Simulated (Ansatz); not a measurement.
# Ge: relativity, spin-orbit coupling and the nucleus

What happens to Ge at a fixed cell under these changes: no relativity; spin-orbit coupling on; inner shells corrected to Dirac's equation?

Program: Ansatz 0.2.0. Level of theory: DFT, at the level named in each step. These are calculated values, not measurements.

### 1 The system as given

It takes space group Imma (No. 74, orthorhombic). Conventional cell: a = 4.992 Å, b = 5.302 Å, c = 2.874 Å, α = 90.00°, β = 90.00°, γ = 90.00°. Ge (site symmetry mm2) has 6 Ge at 2.68 to 2.87 Å as nearest neighbours.

Structure file:

```
CELL_PARAMETERS angstrom
-2.49590 2.65086 1.43695
2.49590 -2.65086 1.43695
2.49590 2.65086 -1.43695
ATOMIC_POSITIONS crystal
Ge 0.68594 0.93594 0.75000
Ge 0.31406 0.06406 0.25000
```

The cell is one relaxed in the Materials Project, used as it stands.

Atoms are numbered in the order of the input: Ge1, Ge2.

### 2 No relativity, LAPW

input.yaml reads:

```yaml
crystal:
  lattice:
    - [-2.495898, 2.650863, 1.436947]
    - [2.495898, -2.650863, 1.436947]
    - [2.495898, 2.650863, -1.436947]
  atoms:
    - { symbol: Ge, position: [0.685943, 0.935943, 0.75] }
    - { symbol: Ge, position: [0.314057, 0.064057, 0.25] }
kpoints:
  mp_grid: { grid: [15, 15, 15] }
  band_path:
    path:
      - [0.0, 0.0, 0.0]
      - [0.5, -0.5, 0.5]
      - [0.4716251834, -0.4716251834, 0.5283748166]
      - [-0.4716251834, 0.4716251834, 0.4716251834]
      - [0.0, 0.0, 0.0]
      - [0.3234593264, 0.3234593264, -0.3234593264]
      - [0.6765406736, -0.3234593264, 0.3234593264]
      - [0.5, -0.5, 0.5]
      - [0.0, 0.0, 0.0]
    npoints: 5
scf:
  occupations: { method: fermi_dirac, width: 0.03 }
hamiltonian:
  xc: lda
  pseudopotentials:
    kind: all_electron
    lapw: { basis_error: 0.0005 }
    relativity: none
output:
  forces: true
  stress: true
  eigenvalues: true
```

Run with:

```
> ansatz run input.yaml --threads 1 --pin off --max-ram 2048MiB --backend cpu --events-out ev --progress --plain --runs-dir out
```

### 3 Spin-orbit coupling on, PAW

Edit input.yaml of step 2 so:

```diff
@@ -26,6 +26,3 @@
   xc: lda
-  pseudopotentials:
-    kind: all_electron
-    lapw: { basis_error: 0.0005 }
-    relativity: none
+  pseudopotentials: { kind: paw_fr }
 output:
@@ -34 +31,5 @@
   eigenvalues: true
+  efg: { contact_densities: true }
+magnetization:
+  noncollinear: true
+  spin_orbit: true
```

### 4 Inner shells corrected to Dirac's equation, LAPW

input.yaml reads:

```yaml
crystal:
  lattice:
    - [-2.495898, 2.650863, 1.436947]
    - [2.495898, -2.650863, 1.436947]
    - [2.495898, 2.650863, -1.436947]
  atoms:
    - { symbol: Ge, position: [0.685943, 0.935943, 0.75] }
    - { symbol: Ge, position: [0.314057, 0.064057, 0.25] }
kpoints:
  mp_grid: { grid: [15, 15, 15] }
scf:
  occupations: { method: fermi_dirac, width: 0.03 }
hamiltonian:
  xc: lda
  pseudopotentials:
    kind: all_electron
    lapw: { basis_error: 0.0005 }
    dirac_shells: { Ge: ["3p"] }
output:
  forces: true
  stress: true
  eigenvalues: true
```

(Steps that only read results are left out.)

**Question.** What will these runs give? Wanted: pressure, no relativity, LAPW; pressure, inner shells corrected to Dirac's equation, LAPW.

**Answer**, as computed:

```
                                                  quantity      value
                             pressure, no relativity, LAPW  -4.44 GPa
pressure, inner shells corrected to Dirac's equation, LAPW  -4.24 GPa
```

**Reading.** Going from no relativity to the scalar-relativistic run with inner shells corrected to Dirac's equation moves the pressure by +0.19 GPa; the heaviest element has Z = 32.
